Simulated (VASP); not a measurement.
A run of VASP 6.6.1:

The input INCAR:

```
PREC = Accurate ; ENCUT = 600
EDIFF = 1E-6 ; ISMEAR = 1
SIGMA = 0.1 ; LREAL = False
LASPH = True ; NELM = 150
ALGO = Normal ; ISIF = 3
LWAVE = False ; LCHARG = False
ISPIN = 2 ; MAGMOM = 2
LORBIT = 11 ; LMAXMIX = 4
GGA = MK ; LUSE_VDW = True
AGGAC = 0.0 ; PARAM1 = 0.1234
PARAM2 = 0.711357 ; ZAB_VDW = -1.8867
IBRION = 2 ; NSW = 90
EDIFFG = -0.01 ; AMIX = 0.2
BMIX = 1E-4 ; AMIX_MAG = 0.8
BMIX_MAG = 1E-4
```

The input KPOINTS:

```
Automatic mesh
0
Gamma
  18 18 18
```

Contents of POSCAR:

```
Ni
1.0
    0.0000000000      1.7619350000      1.7619350000
    1.7619350000      0.0000000000      1.7619350000
    1.7619350000      1.7619350000      0.0000000000
Ni
1
Direct
    0.0000000000      0.0000000000      0.0000000000
```

Potentials or basis: VASP PAW PBE potentials, release 64 (Ni).

Command:

```console
$ cat potpaw_PBE.64/Ni/POTCAR > POTCAR
$ mpirun -np 1 vasp_std > vasp.out
```

Hardware: 1 thread of AMD EPYC 7R43 64-Core Processor (Zen 3), on a shared host.

**Question.** Estimate the wall time of this run.

**Answer.** Wall time 3.9 min on 1 thread of AMD EPYC 7R43 64-Core Processor (Zen 3) (shared host), peak memory 0.24 GiB. Counts: scf iterations 33, k points 195, ion steps 3.
